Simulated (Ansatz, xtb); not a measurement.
Ligand exchange: KCl + C2H4O2 → KOH + C2H3ClO

Species: KCl, singlet; C2H4O2 (acetic acid) `CC(=O)O`, singlet; KOH `[OH][K]`, singlet; C2H3ClO (acetyl chloride) `CC(=O)Cl`, singlet. The partners trade Cl for OH: K–Cl and C–OH bonds give way to K–OH and C–Cl.

Shapes, held fixed at every level: PBE0-D4/def2-TZVP. Flexible molecules stand in one conformer, not always the lowest. Programs: Ansatz 0.2.0, xtb 6.7.1. The zero-point and thermal change to 298 K, harmonic and unscaled (PBE0-D4/def2-TZVP), is -7.8 kJ/mol.

```
                             level                   kind  ΔH(298 K) (kJ/mol)  less CCSD(T)/def2-TZVPP
                          GFN0-xTB         semi-empirical               +67.4                   -123.0
                 PBE-D4/def2-TZVPP                    GGA              +171.0                    -19.4
B3LYP/6-31G* (Cartesian functions)          global hybrid              +199.8                     +9.4
               BHLYP-D4/def2-TZVPP          global hybrid              +207.1                    +16.7
                PBE0-D4/def2-TZVPP          global hybrid              +192.9                     +2.5
                      MP2/def2-SVP    perturbation theory              +203.4                    +13.0
                  CCSD(T)/def2-SVP  coupled cluster or CI              +206.0                    +15.6
                CCSD(T)/def2-TZVPP  coupled cluster or CI              +190.4                      0.0
```

The highest level, CCSD(T)/def2-TZVPP, gives ΔH(298 K) = +190.4 kJ/mol; the levels span +67.4 to +207.1. GFN0-xTB strays far from the other rows. The column of differences is taken from that level and isn't an error. No measured value is set beside it here. Outer-core shells of K are correlated, in sets that cover them unevenly.
